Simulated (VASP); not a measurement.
Output of a VASP run:

File OSZICAR:
```
       N       E                     dE             d eps       ncg     rms          rms(c)
DAV:   1     0.818474219252E+03    0.81847E+03   -0.47451E+04  4104   0.141E+03
DAV:   2    -0.727604245714E+02   -0.89123E+03   -0.86734E+03  5166   0.425E+02
DAV:   3    -0.135105839719E+03   -0.62345E+02   -0.62061E+02  5432   0.108E+02
DAV:   4    -0.139219890049E+03   -0.41141E+01   -0.41110E+01  6400   0.224E+01
DAV:   5    -0.139391187196E+03   -0.17130E+00   -0.17128E+00  5280   0.358E+00    0.478E+01
DAV:   6    -0.114684988111E+03    0.24706E+02   -0.13794E+02  5154   0.515E+01    0.200E+01
DAV:   7    -0.114804878510E+03   -0.11989E+00   -0.10028E+01  5607   0.129E+01    0.104E+01
DAV:   8    -0.114752901714E+03    0.51977E-01   -0.81154E-01  4798   0.445E+00    0.127E+00
DAV:   9    -0.114758076165E+03   -0.51745E-02   -0.12975E-01  5502   0.129E+00    0.751E-01
DAV:  10    -0.114760860313E+03   -0.27841E-02   -0.44389E-02  5079   0.107E+00    0.369E-01
DAV:  11    -0.114760296761E+03    0.56355E-03   -0.90070E-03  4672   0.437E-01    0.151E-01
DAV:  12    -0.114760252453E+03    0.44308E-04   -0.83521E-04  5430   0.132E-01    0.469E-02
DAV:  13    -0.114760264584E+03   -0.12131E-04   -0.53263E-05  5328   0.368E-02    0.734E-03
DAV:  14    -0.114760266766E+03   -0.21817E-05   -0.43828E-06  3872   0.103E-02    0.392E-03
DAV:  15    -0.114760266882E+03   -0.11578E-06   -0.80994E-07  2544   0.460E-03
   1 F= -.11476027E+03 E0= -.11476027E+03  d E =-.318637E-25
```

### OUTCAR
```
------------------------ aborting loop because EDIFF is reached ----------------------------------------
  FORCE on cell =-STRESS in cart. coord.  units (eV):
  Direction    XX          YY          ZZ          XY          YZ          ZX
  --------------------------------------------------------------------------------------
  Total      -10.6550229    -10.6714832     -9.9089700      0.0000000      0.0000000      0.0000000
  in kB     -120.3509412   -120.5368648   -111.9241024      0.0000000      0.0000000      0.0000000
  external PRESSURE =    -117.6039695 kB  Pullay stress =       0.0000000 kB
  volume of cell :      141.85
      direct lattice vectors                 reciprocal lattice vectors
     7.311946000  0.000000000  0.000000000     0.136762498  0.000000000  0.000000000
     0.000000000  3.655973000  0.000000000     0.000000000  0.273524996  0.000000000
     0.000000000  0.000000000  5.306150000     0.000000000  0.000000000  0.188460560
 POSITION                                       TOTAL-FORCE (eV/Angst)
 -----------------------------------------------------------------------------------
      0.00000      0.00000      0.00000         0.000000     -0.000000     -0.000135
      3.65597      0.00000      0.00000         0.000000     -0.000000     -0.000135
      1.82799      1.82799      2.65307         0.000000      0.000000      0.000135
      5.48396      1.82799      2.65307         0.000000      0.000000      0.000135
      0.00000      1.82799      1.60124        -0.000000      0.000000      0.224779
      3.65597      1.82799      1.60124         0.000000      0.000000      0.224779
      0.00000      1.82799      4.25431         0.000000     -0.000000      0.224511
      3.65597      1.82799      4.25431         0.000000     -0.000000      0.224511
      1.82799      0.00000      1.05184        -0.000000     -0.000000     -0.224779
      5.48396      0.00000      1.05184         0.000000     -0.000000     -0.224779
      1.82799      0.00000      3.70491         0.000000      0.000000     -0.224511
      5.48396      0.00000      3.70491         0.000000      0.000000     -0.224511
 -----------------------------------------------------------------------------------
    total drift:                                0.000000      0.000000      0.000000
  FREE ENERGIE OF THE ION-ELECTRON SYSTEM (eV)
  ---------------------------------------------------
  free  energy   TOTEN  =      -114.7602668820 eV

  energy  without entropy=     -114.7602668820  energy(sigma->0) =     -114.76026688
```
(Selected blocks of OUTCAR.)

File POSCAR:
```
ZrO2
1
    7.3119460000     0.0000000000     0.0000000000
    0.0000000000     3.6559730000     0.0000000000
    0.0000000000     0.0000000000     5.3061500000
Zr O
4 8
Direct
  0.0000000000   0.0000000000   0.0000000000
  0.5000000000   0.0000000000   0.0000000000
  0.2500000000   0.5000000000   0.5000000000
  0.7500000000   0.5000000000   0.5000000000
  0.0000000000   0.5000000000   0.3017700000
  0.5000000000   0.5000000000   0.3017700000
  0.0000000000   0.5000000000   0.8017700000
  0.5000000000   0.5000000000   0.8017700000
  0.2500000000   0.0000000000   0.1982300000
  0.7500000000   0.0000000000   0.1982300000
  0.2500000000   0.0000000000   0.6982300000
  0.7500000000   0.0000000000   0.6982300000
```

### Question
Write an INCAR and KPOINTS that could have produced this output.

### Answer
Several could match; the one computed here: the input of the run itself, PBE GGA, plane waves, VASP's PBE PAW potentials (set 64).

### KPOINTS
```
Automatic mesh
0
Gamma
4 7 5
0 0 0
```

INCAR:
```
# general
SYSTEM  = ZrO2
PREC    = Accurate
ENCUT   = 400
LREAL   = .FALSE.   # projection in real space or not
LASPH   = .TRUE.   # aspherical one-centre terms

# electronic loop
EDIFF   = 1E-6
NELM    = 100
ALGO    = Normal   # blocked Davidson
LMAXMIX = 4

# smearing
ISMEAR  = 0   # Gaussian
SIGMA   = 0.01   # width (eV)

# functional
GGA     = PE   # PBE

# ions
ISIF    = 2   # forces and stress, cell fixed

# output
LWAVE   = .FALSE.
LCHARG  = .FALSE.
```

POTCAR, in this order: Zr_sv O (PBE.64 set). Program: vasp_std.

At this cut-off the stress carries a Pulay error, which pulls relaxed volumes low.

The structure comes from a computed database's ZrO2 entry; how it stands against other phases isn't given here. The cell was not relaxed at this level. The run is one of a series of settings (KPOINTS 4×7×5 Γ-centred mesh against the base run), some of them coarse on purpose.
